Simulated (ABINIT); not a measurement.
## Sr: single point with PBE

Sr:

```
CELL_PARAMETERS angstrom
0.00000 3.04235 3.04235
3.04235 0.00000 3.04235
3.04235 3.04235 0.00000
ATOMIC_POSITIONS crystal
Sr 0.00000 0.00000 0.00000
```

```json
{
 "Program": "ABINIT 10.8.3 (patched build)",
 "Task": "single point",
 "Functional": "PBE",
 "Potentials or basis": "PseudoDojo NC SR PBE v0.4 stringent",
 "Cutoff": "762 eV",
 "k mesh": "6 × 6 × 6",
 "Occupations": "fermi-dirac, width 0.05 eV",
 "Spin": "no spin polarisation"
}
```

The pressure is -0.5 GPa. The valence electrons inside the program's atomic spheres are Sr 6.65 (radii [1.0584] Å).

Levels at points of the mesh, in eV from the Fermi level:
```tsv
k point	band 2	band 3	band 4	band 5	band 6	band 7	band 8	band 9
(0.00, 0.00, 0.00)	-18.52	-18.52	-18.52	-3.60	2.34	2.34	2.34	3.77
(0.50, 0.00, 0.00)	-18.70	-18.55	-18.55	-1.10	0.03	2.18	2.18	4.78
(0.50, 0.50, 0.00)	-18.69	-18.59	-18.59	-0.61	0.38	1.00	4.79	5.15
```

Wall time 8 s on 1 thread of Intel(R) Xeon(R) Platinum 8488C (Sapphire Rapids), with other jobs on the host, peak memory 0.07 GiB.
